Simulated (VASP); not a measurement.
# La (P6_3/mmc) in VASP: single point with revPBE

Aim: the single point of La with revPBE.

All numbers are computed with VASP 6.6.1; they aren't measurements. Logs are shortened: lines on timing, memory, paths and dates and some standing lists are left out, and cuts for length are marked.

### Step 1. The crystal as given

It takes space group P6_3/mmc (No. 194, hexagonal). Conventional cell: a = 3.819 Å, b = 3.819 Å, c = 12.267 Å, α = 90.00°, β = 90.00°, γ = 120.00°. Around La (site symmetry -3m) lie 12 La at 3.78 to 3.82 Å. Around La (site symmetry -6m2) lie 12 La at 3.78 to 3.82 Å.

### Step 2. Single point, revPBE

File INCAR:

```
SYSTEM = La
PREC = Accurate
ENCUT = 520
EDIFF = 1E-7
ISMEAR = -1
SIGMA = 0.1
LREAL = .False.
LASPH = .True.
NELM = 80
ALGO = Normal
ISIF = 2
LWAVE = .False.
LCHARG = .False.
GGA = RE
NBANDS = 30
```

File KPOINTS:

```
Automatic mesh
0
Gamma
  5 5 2
  0 0 0
```

File POSCAR:

```
La
1.0
    3.8187030873      0.0000000000      0.0000000000
   -1.9093515436      3.3070938831      0.0000000000
    0.0000000000      0.0000000000     12.2668864216
La
4
Direct
    1.0000000000      1.0000000000      0.0000000000
    1.0000000000      1.0000000000      0.5000000000
    0.3333333333      0.6666666667      0.7500000000
    0.6666666667      0.3333333333      0.2500000000
```

Potentials or basis: VASP PAW PBE potentials, release 64 (La).

Launch:

```console
$ cat potpaw_PBE.64/La/POTCAR > POTCAR
$ mpirun -np 1 vasp_std > vasp.out
```

OUTCAR:

```text
SYSTEM = La
   PREC = Accurate
   ENCUT = 520
   EDIFF = 1E-7
   ISMEAR = -1
   LREAL = .False.
   LASPH = .True.
   NELM = 80
   ISIF = 2
   GGA = RE

 ion  position               nearest neighbor table
   1  0.000  0.000  0.000-
   2  0.000  0.000  0.500-
   3  0.333  0.667  0.750-
   4  0.667  0.333  0.250-

  LATTYP: Found a hexagonal cell.
 ALAT       =     3.8187030873
 C/A-ratio  =     3.2123174128

  Lattice vectors:

 A1 = (   3.8187030873,   0.0000000000,   0.0000000000)
 A2 = (  -1.9093515436,   3.3070938831,   0.0000000000)
 A3 = (   0.0000000000,   0.0000000000,  12.2668864216)

Analysis of symmetry for initial positions (statically):
=====================================================================
 Subroutine PRICEL returns:
 Original cell was already a primitive cell.

 Routine SETGRP: Setting up the symmetry group for a
 hexagonal supercell.

 Subroutine GETGRP returns: Found 24 space group operations
 (whereof 12 operations were pure point group operations)
 out of a pool of 24 trial point group operations.

The static configuration has the point symmetry D_3d.
 The point group associated with its full space group is D_6h.

Analysis of symmetry for dynamics (positions and initial velocities):
=====================================================================
 Subroutine PRICEL returns:
 Original cell was already a primitive cell.

 Routine SETGRP: Setting up the symmetry group for a
 hexagonal supercell.

 Subroutine GETGRP returns: Found 24 space group operations
 (whereof 12 operations were pure point group operations)
 out of a pool of 24 trial point group operations.

The dynamic configuration has the point symmetry D_3d.
 The point group associated with its full space group is D_6h.

 Subroutine INISYM returns: Found 24 space group operations
 (whereof 12 operations are pure point group operations),
 and found     1 'primitive' translations

----------------------------------------------------------------------------------------

                                     Primitive cell

  volume of cell :     154.9162

  direct lattice vectors                    reciprocal lattice vectors
     3.818703087  0.000000000  0.000000000     0.261869011  0.151190144  0.000000000
    -1.909351544  3.307093883  0.000000000     0.000000000  0.302380288  0.000000000
     0.000000000  0.000000000 12.266886422     0.000000000  0.000000000  0.081520279

  length of vectors
     3.818703087  3.818703087 12.266886422     0.302380288  0.302380288  0.081520279

  position of ions in fractional coordinates (direct lattice)
     0.000000000  0.000000000  0.000000000
     0.000000000  0.000000000  0.500000000
     0.333333333  0.666666667  0.750000000
     0.666666667  0.333333333  0.250000000

  ion indices of the primitive-cell ions
   primitive index   ion index
                 1           1
                 2           2
                 3           3
                 4           4

----------------------------------------------------------------------------------------

 KPOINTS: Automatic mesh

Automatic generation of k-mesh.
 Grid dimensions read from file:
 generate k-points for:    5    5    2

 Generating k-lattice:

  Cartesian coordinates                     Fractional coordinates (reciprocal lattice)
     0.052373802  0.030238029  0.000000000     0.200000000 -0.000000000  0.000000000
     0.000000000  0.060476058  0.000000000     0.000000000  0.200000000  0.000000000
     0.000000000  0.000000000  0.040760139     0.000000000  0.000000000  0.500000000

  Length of vectors
     0.060476058  0.060476058  0.040760139

  Shift w.r.t. Gamma in fractional coordinates (k-lattice)
     0.000000000  0.000000000  0.000000000

 Subroutine IBZKPT returns following result:
 ===========================================

 Found     10 irreducible k-points:

 Following reciprocal coordinates:
            Coordinates               Weight
  0.000000  0.000000  0.000000      1.000000
  0.200000  0.000000  0.000000      6.000000
  0.400000  0.000000  0.000000      6.000000
  0.200000  0.200000  0.000000      6.000000
  0.400000  0.200000  0.000000      6.000000
  0.000000  0.000000  0.500000      1.000000
  0.200000  0.000000  0.500000      6.000000
  0.400000  0.000000  0.500000      6.000000
  0.200000  0.200000  0.500000      6.000000
  0.400000  0.200000  0.500000      6.000000
   k-points           NKPTS =     10   k-points in BZ     NKDIM =     10   number of bands    NBANDS=     30
   number of dos      NEDOS =    301   number of ions     NIONS =      4
   total plane-waves  NPLWV =  75264
   dimension x,y,z NGX =    28 NGY =   28 NGZ =   96
   dimension x,y,z NGXF=    56 NGYF=   56 NGZF=  192
   ions per type =               4
   NGX,Y,Z   is equivalent  to a cutoff of  12.19, 12.19, 13.01 a.u.
   NGXF,Y,Z  is equivalent  to a cutoff of  24.38, 24.38, 26.02 a.u.
 SYSTEM =  La
   PREC   = accura    normal or accurate (medium, high low for compatibility)
   ISTART =      0    job   : 0-new  1-cont  2-samecut
   ICHARG =      2    charge: 1-file 2-atom 10-const
   ISPIN  =      1    spin polarized calculation?
   LNONCOLLINEAR =      F non collinear calculations
   LSORBIT =      F    spin-orbit coupling
   LASPH  =      T    aspherical Exc in radial PAW
   ENCUT  =  520.0 eV  38.22 Ry    6.18 a.u.   7.10  7.10 22.81*2*pi/ulx,y,z
   NELM   =     80;   NELMIN=  2; NELMDL= -5     # of ELM steps
   EDIFF  = 0.1E-06   stopping-criterion for ELM
   LREAL  =      F    real-space projection
   EDIFFG = 0.1E-05   stopping-criterion for IOM
   NSW    =      0    number of steps for IOM
   IBRION =     -1    ionic relax: 0-MD 1-quasi-New 2-CG
   NFREE  =      0    steps in history (QN), initial steepest desc. (CG)
   ISIF   =      2    stress and relaxation
   ISYM   =      2    0-nonsym 1-usesym 2-fastsym
   POTIM  = 0.5000    time-step for ionic-motion
   TEBEG  =    0.0;   TEEND  =   0.0 temperature during run
   PSTRESS=    0.0 pullay stress
   NELECT =      44.0000    total number of electrons
   NUPDOWN=      -1.0000    fix difference up-down
   EMIN   =  10.00;   EMAX   =-10.00  energy-range for DOS
   EFERMI =   0.00;   METHOD = LEGACY
   ISMEAR =    -1;   SIGMA  =   0.10  broadening in eV -4-tet -1-fermi 0-gaus
   EFERMI_NEDOS =   21; number of points for ismear=-14 and -15
   IALGO  =     38    algorithm
   IMIX   =      4    mixing-type and parameters
     AMIX     =   0.40;   BMIX     =  1.00
     AMIX_MAG =   1.60;   BMIX_MAG =  1.00
  volume/ion in A,a.u.               =      38.73       261.36
  Fermi-wavevector in a.u.,A,eV,Ry     =   1.076119  2.033569 15.755971  1.158031
  Thomas-Fermi vector in A             =   2.211994
   LORBIT       =      0    0 simple, 1 ext, 2 COOP (PROOUT), +10 PAW based schemes
   GGA     = RE    functional components
   LHFCALC =     F    Hartree Fock is set to
   AEXX    =    0.0000 exact exchange contribution
   IVDW    =     0    specifies the selected vdW correction
   LEPSILON=     F    determine dielectric tensor
   LRPA    =     F    only Hartree local field effects (RPA)
 non-spin polarized calculation
  energy-cutoff  :      520.00
  volume of cell :      154.92
 maximum number of plane-waves:      4196
   NGX = 15   NGY = 15   NGZ = 45

 number of electron      44.0000000 magnetization

 Free energy of the ion-electron system (eV)
  ---------------------------------------------------
  ext. energy  EPLUGINS =         0.00000000
  ---------------------------------------------------
  free energy    TOTEN  =       -18.46513798 eV

  energy without entropy =      -18.20274362  energy(sigma->0) =      -18.33394080

 E-fermi :   7.5247     XC(G=0):  -9.3291

 val. band max:        7.5167538737   @ k =   0.2000   0.0000   0.5000
 cond. band min:       7.5851619476   @ k =   0.4000   0.2000   0.0000
 fundamental gap:      0.0684080739
 Fermi energy:         7.5246915750

 k-point     1 :       0.0000    0.0000    0.0000
  band No.  band energies     occupation
      1     -25.3975      2.00000
      2     -25.3192      2.00000
      3     -25.3019      2.00000
      4     -25.2209      2.00000
      5      -9.7332      2.00000
      6      -9.1491      2.00000
[... 22 lines left out ...]
     29       8.9173      0.00000
     30       9.0307      0.00000

 k-point     2 :       0.2000    0.0000    0.0000
  band No.  band energies     occupation
      1     -25.3483      2.00000
      2     -25.2837      2.00000
      3     -25.2665      2.00000
      4     -25.2003      2.00000
      5      -9.5936      2.00000
      6      -9.2370      2.00000
[... 22 lines left out ...]
     29       9.0220      0.00000
     30       9.1516      0.00000

 k-point     3 :       0.4000    0.0000    0.0000
  band No.  band energies     occupation
      1     -25.2566      2.00000
      2     -25.2255      2.00000
      3     -25.2085      2.00000
      4     -25.1770      2.00000
      5      -9.6052      2.00000
      6      -9.6022      2.00000
[... 22 lines left out ...]
     29       9.1223      0.00000
     30       9.1916      0.00000

 k-point     4 :       0.2000    0.2000    0.0000
  band No.  band energies     occupation
      1     -25.2765      2.00000
      2     -25.2367      2.00000
      3     -25.2197      2.00000
      4     -25.1794      2.00000
      5      -9.4397      2.00000
      6      -9.4386      2.00000
[... 154 lines left out ...]
     29       9.0416      0.00000
     30       9.0804      0.00000

 k-point     9 :       0.2000    0.2000    0.5000
  band No.  band energies     occupation
      1     -25.2629      2.00000
      2     -25.2629      2.00000
      3     -25.1932      2.00000
      4     -25.1932      2.00000
      5      -9.4536      2.00000
      6      -9.4536      2.00000
[... 22 lines left out ...]
     29       8.9534      0.00000
     30       8.9544      0.00000

 k-point    10 :       0.4000    0.2000    0.5000
  band No.  band energies     occupation
      1     -25.2141      2.00000
      2     -25.2141      2.00000
      3     -25.1836      2.00000
      4     -25.1836      2.00000
      5      -9.5291      2.00000
      6      -9.5291      2.00000
[... 22 lines left out ...]
     29       9.1244      0.00000
     30       9.1481      0.00000

------------------------ aborting loop because EDIFF is reached ----------------------------------------

  FORCE on cell =-STRESS in cart. coord.  units (eV):
  Direction    XX          YY          ZZ          XY          YZ          ZX
  --------------------------------------------------------------------------------------
  -------------------------------------------------------------------------------------
  Total        0.5655317      0.5655317     -0.4226119      0.0000000      0.0000000      0.0000000
  in kB        5.8488541      5.8488541     -4.3707457      0.0000000      0.0000000      0.0000000
  external PRESSURE =       2.4423208 kB  Pullay stress =       0.0000000 kB

 VOLUME and BASIS-vectors are now :
 -----------------------------------------------------------------------------
  energy-cutoff  :      520.00
  volume of cell :      154.92
      direct lattice vectors                 reciprocal lattice vectors
     3.818703087  0.000000000  0.000000000     0.261869011  0.151190144  0.000000000
    -1.909351544  3.307093883  0.000000000     0.000000000  0.302380288  0.000000000
     0.000000000  0.000000000 12.266886422     0.000000000  0.000000000  0.081520279

 POSITION                                       TOTAL-FORCE (eV/Angst)
 -----------------------------------------------------------------------------------
      0.00000      0.00000      0.00000        -0.000000      0.000000      0.000000
      0.00000      0.00000      6.13344        -0.000000      0.000000      0.000000
     -0.00000      2.20473      9.20016         0.000000     -0.000000     -0.000000
      1.90935      1.10236      3.06672        -0.000000      0.000000     -0.000000
 -----------------------------------------------------------------------------------
    total drift:                               -0.000000      0.000000      0.000000

  FREE ENERGIE OF THE ION-ELECTRON SYSTEM (eV)
  ---------------------------------------------------
  free  energy   TOTEN  =       -18.4651379760 eV

  energy  without entropy=      -18.2027436150  energy(sigma->0) =      -18.33394080
```

Wall time 38 s (1 thread of Intel Xeon 6975P-C (Granite Rapids), shared host); peak memory 0.25 GiB.

What came out:

| Property | Result |
| --- | --- |
| Free energy | -18.4651 eV |
| Pressure | 0.2 GPa |
| Band gap on the k mesh | none (metal or under the smearing width) |

Stress tensor (GPa, compression positive):
```
 0.58  0.00  0.00
 0.00  0.58  0.00
 0.00  0.00 -0.44
```

Caveat: the k mesh is coarse (spacing up to 0.38 Å⁻¹), so the values aren't converged; the PAW data sets were made with another functional, which shifts forces and pressure a little.
